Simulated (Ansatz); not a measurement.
# Stack of 2H-WTe2 under honeycomb BAs, upper layer turned by 180° in a perpendicular field, part 2 of 2

What dipole does a perpendicular field induce in the stack of 2H-WTe2 under honeycomb BAs, upper layer turned by 180°, and does the gap follow? A positive field points along +c.

Ansatz 0.2.0; plane-wave DFT, PBE-D3(BJ), Ansatz PAW.

So far. Step 2 (Relaxing the slab): The lattice constant a goes from 3.470 to 3.430 Å.

### Step 3. Single point, field 0, start network

A sawtooth potential applies the field, turning back in the middle of the vacuum. With the dipole correction the typed value is the field outside the slab. The induced dipole is small, so the SCF threshold is tight.

The cell differs from the one that the last finished run ended in (c 45.234 → 25.170 Å).

input.yaml reads:

```yaml
crystal:
  lattice:
    - [3.4295207649, 0.0, 0.0]
    - [-1.7147603825, 2.9700521052, 0.0]
    - [0.0, 0.0, 25.1700823158]
  atoms:
    - { symbol: Te, position: [0.3333333333, 0.6666666667, 0.3575673646] }
    - { symbol: W, position: [0.0, 0.0, 0.4313249301] }
    - { symbol: Te, position: [0.3333333333, 0.6666666667, 0.5051153297] }
    - { symbol: As, position: [0.6666666667, 0.3333333333, 0.6404586315] }
    - { symbol: B, position: [0.0, 0.0, 0.6424326354] }
kpoints:
  mp_grid: { grid: [18, 18, 1] }
  band_path:
    path: [[0, 0, 0], [0.5, 0, 0], [0.33333333, 0.33333333, 0], [0, 0, 0]]
    npoints: 16
hamiltonian:
  xc: pbe
  dispersion: d3bj
scf:
  occupations: { method: fermi_dirac, width: 0.02585 }
  convergence: { dr2_threshold: 1.0e-10 }
efield:
  axis: 3
  dipole_correction: true
  ramp_position: 0.97
  ramp_width: 0.06
  amplitude: 0
output:
  dos: { projected: true, e_range: [-6, 5] }
  write_potential: true
  write_density: true
  volumetric_format: npy
  elf: true
```

The run is started by

```bash
$ ansatz run input.yaml --threads 2 --pin off --max-ram 4096MiB --backend cpu --events-out ev --progress --plain --runs-dir out
```

Numbers of over 12 decimals in the logs are rounded to 6 here.

Output:

```text
[...]
Crystal: 5 atoms, lattice volume = 256.379 Å³
Basis set: ecut = 420 eV, 5005 PW (Γ)
Bands: 39, of which v1, the nominal top of the filled ones, is band 32 counted from 1 (31 counted from 0)
Symmetry: 6 space group operations
[...]
k-points: 37 of 324 (time reversal used)
[...]
SCF iter   1: F=—  HF=-29357.935493 eV  |F-HF|=—  |Δ(HF+E_count)|=         —  Δρ=3.38e-3  dr2=2.37e-1  ethr=1.77e-3  p=-0.040 e·Å  D=-2.83e-2 V/Å  ΔV_dip=0.71 eV  dr2_dipole=8.50e-2  V_vac-E_F(+/−)=4.72/4.01 eV  ⟨swp⟩=10.8  Hψ=7116  notcnv=0
efield: sawtooth ramp at fractional position 0.9700 (set: `efield.ramp_position`, or a place that a band, a saddle search or an elastic batch's reference lends), width 0.0600; the density the first Hamiltonian is built on has a dipole p = -0.040 e·Å; the dipole correction subtracts the counter field D = -2.83e-2 V/Å, which shifts the + side's vacuum level by +0.71 eV against the − side's; the planar-averaged density in the ramp window peaks in size at 2.0e-5 e/Å³
[...]
SCF iter   2: F=—  HF=-29357.945809 eV  |F-HF|=—  |Δ(HF+E_count)|=   1.03e-2  Δρ=3.71e-3  dr2=4.71e-1  ethr=3.70e-4  p=0.038 e·Å  D=2.68e-2 V/Å  ΔV_dip=-0.67 eV  dr2_dipole=1.55e-1  V_vac-E_F(+/−)=4.22/4.90 eV  ⟨swp⟩=3.3  Hψ=2228  notcnv=0  defer=89
[...]
SCF iter  12: F=-29357.907405 eV  HF=-29357.907405 eV  |F-HF|=7.28e-12  |Δ(HF+E_count)|=  1.82e-10  Δρ=1.16e-7  dr2=9.90e-11  ethr=1.00e-12  p=0.001 e·Å  D=9.43e-4 V/Å  ΔV_dip=-0.02 eV  dr2_dipole=2.75e-11  V_vac-E_F(+/−)=4.39/4.42 eV  ⟨swp⟩=10.7  Hψ=5370  notcnv=0
SCF 1 converged in 12 iterations: F = -29357.907405 eV  dr2 = 9.90e-11
[...]
NSCF: frozen V_eff on 49 k-points
efield: sawtooth ramp at fractional position 0.9700 (kept from the solve that this one continues, or follows in the run), width 0.0600; the density the first Hamiltonian is built on has a dipole p = 0.001 e·Å; the dipole correction subtracts the counter field D = 9.43e-4 V/Å, which shifts the + side's vacuum level by -0.02 eV against the − side's; the planar-averaged density in the ramp window peaks in size at 8.4e-7 e/Å³
[...]
SCF converged after 12 iterations
Free energy (F): -29357.907405 eV
[...]
Internal energy: -29357.907236 eV  (E = F + TS)
E sigma→0 (E₀):  -29357.907321 eV
Entropy (-TS):   -0.000169 eV (-0.034 meV/atom)
Fermi energy:    2.374508 eV
Dipole field:    D = 0.000937 V/Å  (p = 0.001327 e·Å, saw-weighted, corrected)
Work function:   Φ+ = 4.3950 eV   Φ− = 4.4186 eV
Levels:          The Fermi level and band energies are counted from a zero that moves with the ramp; work functions are not
[...]
--- Band table (eV; the first three rows and the last of 37) ---
  k-point 0: bands = [... 28 lower, 0.6275, 1.4442, 1.5726, 1.5726, 4.9840, 5.6479, 5.6479, 5.8880, ... 3 higher]
  k-point 1: bands = [... 28 lower, 0.6707, 1.4408, 1.4991, 1.5644, 5.1378, 5.4467, 5.5300, 5.6963, ... 3 higher]
  k-point 2: bands = [... 28 lower, 0.7965, 1.3010, 1.4029, 1.5091, 4.8719, 5.0164, 5.3129, 5.5141, ... 3 higher]
  k-point 36: bands = [... 28 lower, -0.9955, 0.0883, 1.4875, 2.3069, 2.4410, 3.7123, 4.1445, 5.2139, ... 3 higher]
```

The job ended after 39 s (2 threads of Arm Neoverse V1, shared host; peak memory 0.74 GiB).

Numbers from this step:

| Quantity | Value |
| --- | --- |
| energy at zero smearing | -29357.9073 eV |
| dipole along the normal | 0.001327 e·Å |
| gap along the path | 0.1341 eV |
| smallest direct gap along the path | 0.1341 eV |
| step between the vacuum levels | -0.02358 eV |
| ionisation energy, upper face | 4.463 eV |
| electron affinity, upper face | 4.328 eV |
| ionisation energy, lower face | 4.486 eV |
| gap, the smaller of path and mesh | 0.1341 eV |

Running mean over a fixed 2.7 Å (it still follows the layers) of the planar mean; the ramp of the sawtooth is left out. Electron's electrostatic potential energy less the Fermi level against z:

```csv
z (Å),electron's electrostatic potential energy less the Fermi level (eV)
3.5,4.42
4.0,4.42
4.5,4.42
5.0,4.41
5.5,4.40
6.0,4.33
6.5,4.06
7.0,3.04
7.5,1.64
8.0,0.641
8.5,-1.04
9.0,-2.90
9.5,-5.39
10.0,-7.21
10.5,-8.34
11.0,-8.59
11.5,-7.78
12.0,-6.28
12.5,-3.95
13.0,-1.80
13.5,-0.215
14.0,0.388
14.5,-0.431
15.0,-1.76
15.5,-3.58
16.0,-4.28
16.5,-4.06
17.0,-2.58
17.5,-0.0135
18.0,2.59
18.5,3.93
19.0,4.28
19.5,4.37
20.0,4.39
20.5,4.39
21.0,4.39
21.5,4.39
22.0,4.39
```

The density of states has structure finer than the step of the table below, so its rows give means over 0.2 eV, whole bins alone (the curve runs from -6 to 2.05 eV). Peaks (eV: height): -4.02: 10.3, -3.82: 8.00, -2.36: 10.9, -2.25: 6.03, -1.48: 5.73, -0.46: 5.73, 2.02: 6.61.

Density of states against energy, zero at the Fermi level of the run, which the smearing sets inside the gap; means over each step:

```csv
energy (eV),density of states (states/eV a cell)
-5.8,1.73
-5.6,2.74
-5.4,2.13
-5.2,3.38
-5.0,3.53
-4.8,2.04
-4.6,1.70
-4.4,2.70
-4.2,3.55
-4.0,5.92
-3.8,4.25
-3.6,1.80
-3.4,2.49
-3.2,2.88
-3.0,3.82
-2.8,2.88
-2.6,3.70
-2.4,4.86
-2.2,3.98
-2.0,2.16
-1.8,2.93
-1.6,4.98
-1.4,4.85
-1.2,2.14
-1.0,2.97
-0.8,2.25
-0.6,3.05
-0.4,2.75
-0.2,0.480
0.0,0.0169
0.2,0.191
0.4,0.324
0.6,0.484
0.8,0.803
1.0,1.21
1.2,2.70
1.4,2.85
1.6,2.92
1.8,3.19
```

Projected DOS per atom over height of the atomic layer and energy from the Fermi level. Layers: Te W Te BAs from below.

Ten even steps from '0' (0.00 states/eV) to '9' (2.18 states/eV), each cell a mean:
```
2922
1711
1411
0001
0000
0000
1310
2730
2620
3741
3531
4431
3542
3322
3331
2121
5553
2123
1111
4341
2231
1121
```
Columns: height of the atomic layer (Å) from 9 to 16.1 (not evenly spaced); rows upwards: energy from the Fermi level (eV) from -5.96 to 2.05.

Electronic bands along the path, in eV, zero at the Fermi level of the run, which the smearing sets inside the gap:

```csv
point,band 29,band 30,band 31,band 32,band 33,band 34,band 35,band 36
Γ,-1.75,-0.93,-0.80,-0.80,2.61,3.27,3.27,3.51
halfway,-1.79,-1.65,-1.19,-1.01,1.38,2.29,2.30,2.48
M,-2.41,-1.68,-1.25,-0.37,0.88,1.68,1.96,2.02
halfway,-2.65,-2.28,-1.41,-0.43,0.66,1.77,2.36,2.50
K,-3.37,-2.29,-0.89,-0.07,0.07,1.34,1.77,2.84
halfway,-2.70,-1.85,-1.23,-0.67,1.11,1.98,2.14,3.24
Γ,-1.75,-0.93,-0.80,-0.80,2.61,3.27,3.27,3.51
```

ELF in the ca plane at fractional y = 1.000, with atoms of W and B within 0.2 Å of it. It is the smooth field of the valence electrons, not physical close to the nuclei.

Values, 5 rows by 16 columns, each cell a mean:
```
0.01 0.08 0.28 0.35 0.57 0.38 0.31 0.09 0.24 0.49 0.54 0.27 0.02 0.00 0.00 0.00
0.10 0.47 0.54 0.47 0.29 0.44 0.53 0.38 0.22 0.66 0.63 0.24 0.02 0.00 0.00 0.00
0.19 0.65 0.54 0.51 0.35 0.50 0.51 0.51 0.21 0.51 0.50 0.23 0.02 0.00 0.00 0.00
0.06 0.34 0.50 0.43 0.37 0.40 0.51 0.29 0.23 0.70 0.66 0.24 0.02 0.00 0.00 0.00
0.01 0.04 0.21 0.35 0.48 0.40 0.24 0.05 0.24 0.34 0.44 0.28 0.03 0.00 0.00 0.00
```
Columns run along c (16.0 Å, from fractional 0.25 to 0.89 of the cell), rows up along a (3.4 Å). Atoms in or near the plane, at fractional coordinates: W at (0.43, 0.00), B at (0.64, 0.00).

Valence density in the ca plane at fractional y = 1.000, with atoms of W and B within 0.2 Å of it. It is the smooth field of the valence electrons, not physical close to the nuclei.

Ten steps, logarithmic in the rise over the least value, from '0' (0.0 e/Å³) to '9' (5.0 e/Å³), each cell a mean:
```
12234589997432211012455543100000000000000000
12334468875433321112355543100000000000000000
23444445544444332112345442100000000000000000
34554433334455432112344432100000000000000000
34554433334455432112344432100000000000000000
34444444444444432112344432100000000000000000
23344456764444321112345542100000000000000000
12334589986433211112355543100000000000000000
11234699997432211012454543100000000000000000
```
Columns run along c (16.0 Å, from fractional 0.32 to 0.96 of the cell), rows up along a (3.4 Å). Atoms in or near the plane, at fractional coordinates: W at (0.43, 0.00), B at (0.64, 0.00).

Electrostatic potential energy in the ca plane at fractional y = 1.000, with atoms of W and B within 0.2 Å of it. With pseudopotentials it is smooth inside the atoms' cores, unlike the true potential.

Values in eV, 5 rows by 16 columns, each cell a mean:
```
  5   1 -35 -33   2   5   6  -6 -27   4   7   7   7   7   7   7
  0  -3  -5  -4  -3   0   6   2  -2   5   7   7   7   7   7   7
 -4  -8   3   2  -9  -3   5   0  -5   5   7   7   7   7   7   7
  2  -1 -12 -11  -1   2   6   1  -4   5   7   7   7   7   7   7
  5   1 -40 -38   2   5   6 -10 -36   3   7   7   7   7   7   7
```
Columns run along c (16.0 Å, from fractional 0.32 to 0.96 of the cell; values clipped at the 3rd and 97th percentile), rows up along a (3.4 Å). Atoms in or near the plane, at fractional coordinates: W at (0.43, 0.00), B at (0.64, 0.00).

The gap is 0.13 eV, with the valence edge 4.46 eV and the conduction edge 4.33 eV under the upper vacuum level. Spin-orbit coupling, left out in this run, matters for the bands of elements this heavy.

### Step 4. Single point, field 0.1 V/Å

Edit input.yaml of step 3 so:

```diff
@@ -25,7 +25,6 @@
   dipole_correction: true
-  ramp_position: 0.97
-  ramp_width: 0.06
-  amplitude: 0
+  ramp_position: 0.9539
+  ramp_width: 0.0826
+  amplitude: 0.1
 output:
-  dos: { projected: true, e_range: [-6, 5] }
   write_potential: true
@@ -33,2 +32 @@
   volumetric_format: npy
-  elf: true
```

Output:

```text
[...]
Crystal: 5 atoms, lattice volume = 256.379 Å³
Basis set: ecut = 420 eV, 5005 PW (Γ)
Bands: 39, of which v1, the nominal top of the filled ones, is band 32 counted from 1 (31 counted from 0)
Symmetry: 6 space group operations
[...]
k-points: 37 of 324 (time reversal used)
[...]
k-point 0: bands = [... 28 lower, 0.6146, 1.4321, 1.5593, 1.5593, 5.0204, 5.6362, 5.6362, 5.8742, ... 3 higher]
  k-point 1: bands = [... 28 lower, 0.6579, 1.4264, 1.4858, 1.5528, 5.1732, 5.4344, 5.5078, 5.6857, ... 3 higher]
  k-point 2: bands = [... 28 lower, 0.7836, 1.2876, 1.3831, 1.5017, 4.8561, 5.0031, 5.3457, 5.5008, ... 3 higher]
  k-point 36: bands = [... 28 lower, -1.0100, 0.0724, 1.5191, 2.2991, 2.4790, 3.6994, 4.1314, 5.2007, ... 3 higher]
[key lines of the parts left out:]
SCF converged after 13 iterations
Free energy (F): -29357.910194 eV
Fermi energy:    2.389548 eV
Dipole field:    D = 0.038387 V/Å  (p = 0.054388 e·Å, saw-weighted, corrected)
```

Elapsed: 41 s, on 2 threads; peak memory 0.72 GiB.

The dipole is 0.0544 e·Å, 0.0531 e·Å from its value without field, and the gap 0.180 eV.

### Step 5. Single point, field -0.1 V/Å

Edit input.yaml of step 4 so:

```diff
@@ -27,3 +27,3 @@
   ramp_width: 0.0826
-  amplitude: 0.1
+  amplitude: -0.1
 output:
```

Output:

```text
[...]
Crystal: 5 atoms, lattice volume = 256.379 Å³
Basis set: ecut = 420 eV, 5005 PW (Γ)
Bands: 39, of which v1, the nominal top of the filled ones, is band 32 counted from 1 (31 counted from 0)
Symmetry: 6 space group operations
[...]
k-points: 37 of 324 (time reversal used)
[...]
k-point 0: bands = [... 28 lower, 0.6367, 1.4533, 1.5824, 1.5824, 4.9497, 5.6560, 5.6560, 5.7862, ... 3 higher]
  k-point 1: bands = [... 28 lower, 0.6799, 1.4518, 1.5089, 1.5728, 5.1041, 5.4526, 5.5416, 5.7032, ... 3 higher]
  k-point 2: bands = [... 28 lower, 0.8058, 1.3108, 1.4191, 1.5136, 4.8813, 5.0267, 5.2825, 5.5239, ... 3 higher]
  k-point 36: bands = [... 28 lower, -0.9844, 0.1011, 1.4561, 2.3122, 2.4049, 3.7216, 4.1544, 5.2237, ... 3 higher]
[key lines of the parts left out:]
SCF converged after 14 iterations
Free energy (F): -29357.909937 eV
Fermi energy:    2.359119 eV
Dipole field:    D = -0.036714 V/Å  (p = -0.052018 e·Å, saw-weighted, corrected)
```

Run time: 41 s. Hardware: 2 threads; peak memory 0.72 GiB.

The dipole is -0.0520 e·Å, -0.0533 e·Å from its value without field, and the gap 0.093 eV.

### Step 6. Response, atoms held

This step: plane-wave DFT, PBE-D3(BJ), Ansatz PAW; response to a field along the normal, atoms held (Ansatz 0.2.0).

The dipoles give the slope, and the difference of two potentials shows where the field is screened.

Numbers from this step:

```
equivalent conductor thickness p/(ε₀AE) : 9.451 Å
distance between the outer atoms        : 7.170 Å
```

Table of dipole of the cell by applied field:

```csv
applied field (V/Å),dipole of the cell (e·Å)
-0.1000,-0.0520
0.0000,0.00133
0.1000,0.0544
```

Local field over the applied field, running mean. From the potentials at -0.1 and 0.1 V/Å; running mean over 2.8 Å. The local field over applied field by z:

z (Å), local field over applied field and a bar:
```
        5      0.988 ##############################
        6      0.923 ############################
        7      0.695 #####################
        8      0.376 ###########
        9      0.115 ###
       10      0.037 
       11      0.024 
       12      0.027 
       13      0.078 ##
       14      0.136 ###
       15      0.137 ###
       16      0.127 ###
       17      0.334 ##########
       18      0.654 ###################
       19      0.914 ###########################
       20      0.988 ##############################
       21      0.999 ##############################
```

Electrons, planar mean, per unit field. The induced electron density by z:

```csv
z (Å),induced electron density (e/Å³ per V/Å)
5,4.6e-5
6,3.3e-4
7,0.00181
8,0.00294
9,7.3e-4
10,-6.5e-4
11,5.4e-4
12,-7.1e-5
13,-5.0e-4
14,-9.8e-4
15,0.00136
16,1.4e-4
17,-0.00307
18,-0.00215
19,-3.7e-4
20,-4.3e-5
21,-4.2e-6
```

The smaller of the gaps on the path and on the k-mesh, counted as 0 under 0.03 eV. Table of gap by applied field:

```csv
applied field (V/Å),gap (eV)
-0.1000,0.0927
0.0000,0.134
0.1000,0.180
```

By hand: between -0.1 and 0.1 V/Å the dipole changes by 0.1064 e·Å, a slope of 0.5320 e·Å²/V. A perfect conductor of thickness t has p = ε₀AEt, so t = 180.95 × 0.5320 / 10.186 = 9.45 Å (e/ε₀ = 180.95 V·Å, A in Å²).

The induced dipole is that of a conductor 9.45 Å thick.

### Step 7. Outcome

```
gap without field                          : 0.134 eV
ionisation energy, upper face              : 4.46 eV
electron affinity, upper face              : 4.33 eV
step between the vacuum levels             : -0.0236 eV
equivalent conductor thickness, atoms held : 9.45 Å
```

**Reading.** The induced dipole equals that of a perfect conductor 9.45 Å thick, while the outer atoms lie 7.17 Å apart; an out-of-plane ε follows only once a thickness t is chosen, by 1 − 1/ε = 9.45 Å / t. The two faces differ: the vacuum level above lies 0.02 eV lower than the one below. The gap goes from 0.13 eV to 0.09 eV at -0.1 V/Å. Semilocal functionals give gaps that are too small, and excitons are not included. Spin-orbit coupling is left out, which matters for the bands of elements this heavy.

[Logs are printed without paths, hosts, clocks, repeated set-up lines and the standing remarks that a program may print on its own settings, such as how far it seeks lower states.]

[Hosts, paths, dates, database ids (printed as entryN), source tags and the programs' standing remarks are cut or masked in the printed files.]

[Maps of the electrostatic potential energy from Ansatz leave out the sawtooth potential of an applied field or a dipole correction, so their vacuum need not be flat; planar profiles and work functions include it.]

[The density of states shown here was stored with 400 of the rows of the run's finer table, so its peaks can read low, often by over a quarter, or be missed, and its means over a window can be off by a tenth or more.]
